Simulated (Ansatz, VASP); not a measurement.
## Two plane-wave programs on MgO

```xyz
4
Lattice="3.4864 0.0000 0.0000 -1.7432 3.0193 0.0000 0.0000 0.0000 4.1780" Properties=species:S:1:pos:R:3 pbc="T T T"
Mg    1.7432    1.0064    3.1335
Mg    0.0000    2.0129    1.0445
O     1.7432    1.0064    1.1945
O     0.0000    2.0129    3.1335
```

Change from the starting cell: one atom moved.

Alike in both runs: task single point; functional PBEsol; k mesh 9 × 9 × 6; occupations gaussian, width 0.02 eV; no spin polarisation.

|  | VASP | Ansatz |
| --- | --- | --- |
| version | VASP 6.6.1 | Ansatz 0.2.0 |
| potentials or method | VASP PAW PBE potentials, release 64 (Mg, O) | scalar-relativistic, plane waves, PAW |
| plane-wave cutoff (eV) | 520 | 420 |
| valence electrons in the cell | 16 | 32 |

Ansatz gave:

```
gap on the k mesh at the Fermi level (eV)       : 3.32
least direct gap on the mesh (eV)               : 3.32
pressure (GPa)                                  : 2.2
largest component of the traceless stress (GPa) : 2.50
rms of the force components (eV/Å)              : 0.615
```

Q: Which values does VASP return?

A: gap on the k mesh at the Fermi level (eV): 3.32; least direct gap on the mesh (eV): 3.32; pressure (GPa): 1.9; largest component of the traceless stress (GPa): 2.47; rms of the force components (eV/Å): 0.621.

Atom by atom the forces differ by 0.007 eV/Å (rms over components). The two sets of potentials don't hold the same shells in valence.

Caveats: the PAW data sets were made with another functional, which shifts forces and pressure a little (VASP).
